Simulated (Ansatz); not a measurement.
# C with Si replacing C: gradients before and after relaxing the atoms

Start: a supercell of C (space group P6_3mc) built from a COD entry (the entry's cell lengths or inner coordinates differ somewhat from later room-temperature determinations), with all atoms left at the host's positions.

```cif
data_SiC35
_symmetry_space_group_name_H-M 'P3m1'
_symmetry_Int_Tables_number 156
_cell_length_a 7.4100
_cell_length_b 7.4100
_cell_length_c 6.7900
_cell_angle_alpha 90.000
_cell_angle_beta 90.000
_cell_angle_gamma 120.000
loop_
_atom_site_label
_atom_site_type_symbol
_atom_site_symmetry_multiplicity
_atom_site_Wyckoff_symbol
_atom_site_fract_x
_atom_site_fract_y
_atom_site_fract_z
C1 C 3 d 0.8889 0.7778 0.0000
C3 C 3 d 0.8889 0.4444 0.0000
C4 C 3 d 0.2222 0.7778 0.0000
C10 C 3 d 0.8889 0.7778 0.5000
C12 C 3 d 0.8889 0.4444 0.5000
C13 C 3 d 0.2222 0.7778 0.5000
Si Si 1 a 0.0000 0.0000 0.0050
C20 C 6 e 0.0000 0.3333 0.0050
C24 C 1 b 0.3333 0.6667 0.0050
C26 C 1 c 0.6667 0.3333 0.0050
C28 C 3 d 0.1111 0.8889 0.5050
C30 C 3 d 0.1111 0.5556 0.5050
C32 C 3 d 0.4444 0.2222 0.5050
```

One atom of each set is listed.

Computed with Ansatz: DFT, PBE, plane waves and PAW, scalar-relativistic, 420 eV cutoff, Γ-centred 3×3×3 k-points, Fermi–Dirac smearing 0.01 eV.

The largest force at the start is 22 eV/Å. Relaxing the ions at fixed cell moves them by 0.828 Å at most (atom 19, Si) and 0.171 Å rms.

```csv
site,moved (Å),first shell before,first shell after,V_zz before (10²¹ V/m²),η before
C1,0.212,"2 C at 1.43 Å, 1 Si at 1.43 Å","2 C at 1.40 Å, 1 Si at 1.73 Å",-3.97,0.37
C3,0.188,3 C at 1.43 Å,3 C at 1.40–1.42 Å,2.31,0.07
C4,0.035,3 C at 1.43 Å,3 C at 1.42–1.44 Å,1.94,0.01
C10,0.054,3 C at 1.43 Å,3 C at 1.43 Å,2.42,0.01
C13,0.020,3 C at 1.43 Å,3 C at 1.42–1.43 Å,2.43,0.01
Si,0.828,3 C at 1.43 Å,3 C at 1.73 Å,20.7,0.00
C20,0.092,3 C at 1.43 Å,3 C at 1.40–1.44 Å,2.67,0.06
C26,0.231,3 C at 1.43 Å,3 C at 1.42 Å,2.90,0.00
C28,0.014,3 C at 1.43 Å,3 C at 1.43 Å,2.12,0.01
C32,0.010,3 C at 1.43 Å,3 C at 1.42–1.43 Å,2.10,0.01
```

Q: What are V_zz and η after the relaxation?

A: 

```
site  V_zz after  η after  change of V_zz
  C1        3.57     0.77               –
  C3        2.72     0.19           +0.41
  C4        1.99     0.16           +0.05
 C10        2.41     0.06           -0.01
 C13        2.32     0.06           -0.11
  Si        8.17     0.00          -12.58
 C20        2.59     0.25           -0.08
 C26        2.02     0.00           -0.88
 C28        2.05     0.05           -0.07
 C32        1.92     0.05           -0.18
```

The largest change of V_zz along a kept axis is on Si, from 20.7 to 8.17. In per cent, |V_zz| changes by -30 to +18 on C, -61 on Si (all sites that start above 2, bar those whose gradient vanishes or changes sign or whose main axis turns by over 40°). Where |V_zz| stays above 0.1 and the axes keep their order, η moves most on C20, from 0.06 to 0.25. On C1 the largest principal value lies along another axis in the second run, so the two V_zz can't be compared directly. The table leaves out 3 of the 13 sites, with |V_zz| up to 2.64; their tensors move by 0.09 at most along any direction. The statements above cover all sites.

The run isn't spin-polarised, and a state with spin may lie lower. The defect repeats with the cell of 36 atoms, so it feels its images: sites between two images don't show the values beside a lone defect, and zeros or small values of η there can come from the images' arrangement. C carries a gradient in the pure host already, so the values there aren't the defect's effect alone. The defect cell has no gap above 0.1 eV on its mesh, so the values can hang on the smearing and the k-mesh.
Before: The cell keeps the host's lattice, where the PBE pressure is 17 GPa. The neighbours have not yet relaxed around the defect (largest force 22 eV/Å), so the values at and beside it are those of a strained start, not of the defect in a real crystal.
After: The relaxation keeps the site symmetry 3m of the start, so the impurity can move only along its axis; a distortion that would localise the partly filled state isn't explored. The cell keeps the host's lattice, where the PBE pressure is 7 GPa.
